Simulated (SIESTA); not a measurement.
Crystal: Sn.

```
Sn
1.0
     0.00000    3.23334    3.23334
     3.23334    0.00000    3.23334
     3.23334    3.23334    0.00000
Sn
2
Cartesian
  4.8500 4.8500 4.8500
  3.2333 3.2333 3.2333
```

This isn't the form of Sn at room conditions, which is tetragonal (white tin).

| Item | Value |
| --- | --- |
| Program | SIESTA 5.4.2 |
| Task | relaxation of cell and atoms |
| Functional | PBE |
| Potentials or basis | PseudoDojo 0.4 standard (PBE files) |
| Basis | TZDP (energy shift 0.003 Ry; two zetas on semicore shells) |
| Grid cutoff | 500 Ry |
| Energy shift | 0.003 Ry |
| k mesh | 5 × 5 × 5 |
| Occupations | fermi-dirac, width 0.05 eV |
| Spin | no spin polarisation |

At the start: pressure 4.5 GPa; volume 33.80 Å³/atom.

**Question.** How do energy, volume and symmetry change on relaxing?

**Answer.** Over 4 steps the energy falls by 47.4 meV/atom and the volume is 37.52 Å³/atom (+11.0 %); space group Fd-3m (No. 227, to 0.05 Å).

The path:
```csv
step,energy change (eV),largest force (eV/Å),pressure (GPa),volume (Å³)
1,0.0000,0.0001,4.50,67.61
2,-0.0087,0.0002,4.26,67.92
3,-0.0942,0.0000,0.31,74.37
4,-0.0947,0.0002,-0.02,75.04
```

Final structure:
```
Sn
1.0
     0.00046    3.34799    3.34799
     3.34799    0.00046    3.34799
     3.34799    3.34799    0.00046
Sn
2
Direct
  0.74999 0.74999 0.74999
  0.50001 0.50001 0.50001
```

Caveat: the basis of atomic orbitals isn't converged, which shifts pressures, moduli and gaps.
